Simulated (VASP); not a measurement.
## From an Ansatz input to VASP: InAs (zincblende)

Ansatz input

```yaml
crystal:
  lattice:
    - [0.0, 3.0545904731, 3.0545904731]
    - [3.0545904731, 0.0, 3.0545904731]
    - [3.0545904731, 3.0545904731, 0.0]
  atoms:
    - { symbol: In, position: [0.0, 0.0, 0.0] }
    - { symbol: As, position: [0.25, 0.25, 0.25] }
kpoints:
  mp_grid: { grid: [8, 8, 8] }
  band_path:
    path:
      - [0.0, 0.0, 0.0]
      - [-0.5, -0.5, 0.0]
      - [-0.375, -0.375, 0.25]
      - [-0.375, 0.0, 0.375]
      - [0.0, 0.0, 0.5]
      - [-0.5, -0.25, 0.25]
    npoints: 1
hamiltonian:
  xc: r2scan
scf:
  occupations: { method: fermi_dirac, width: 0.02 }
  n_extra_bands: 4
output:
  forces: true
  stress: true
  eigenvalues: true
```

Q: Translate this input to VASP.

A: 

INCAR

```
LELF = .TRUE.
ISMEAR = -1
LWAVE = .FALSE.
NBANDS = 16
ISIF = 2
LCHARG = .TRUE.
EDIFF = 1E-7
IBRION = -1
PREC = Accurate
METAGGA = R2SCAN
ENCUT = 520
NSW = 0
NELM = 120
LASPH = .TRUE.
ALGO = Normal
SIGMA = 0.02
LREAL = .FALSE.
```

KPOINTS

```
KPOINTS created by Atomic Simulation Environment
0
Gamma
8 8 8
0 0 0
```

KPOINTS_OPT

```
special points
6
Reciprocal
0.0000000000 0.0000000000 0.0000000000 1
-0.5000000000 -0.5000000000 0.0000000000 1
-0.3750000000 -0.3750000000 0.2500000000 1
-0.3750000000 0.0000000000 0.3750000000 1
0.0000000000 0.0000000000 0.5000000000 1
-0.5000000000 -0.2500000000 0.2500000000 1
```

POSCAR

```
In As
 1.0000000000000000
     0.0000000000000000    3.0545904730571598    3.0545904730571598
     3.0545904730571598    0.0000000000000000    3.0545904730571598
     3.0545904730571598    3.0545904730571598    0.0000000000000000
 In  As
   1   1
Cartesian
  0.0000000000000000  0.0000000000000000  0.0000000000000000
  1.5272952365285799  1.5272952365285799  1.5272952365285799
```

VASP ran with the recommended PBE PAW datasets (18 valence electrons in the cell). Other inputs would serve too.

```json
{"": "gap between bands v and c", "Ansatz": "0.08 eV", "VASP": "0.08 eV"}
{"": "least direct gap", "Ansatz": "0.08 eV", "VASP": "0.08 eV"}
{"": "pressure", "Ansatz": "0.0 GPa", "VASP": "0.0 GPa"}
```

Each program uses its own PAW datasets. VASP's cell holds 18 valence electrons and Ansatz's 28. Ansatz's stress includes a Pulay correction; VASP's doesn't.
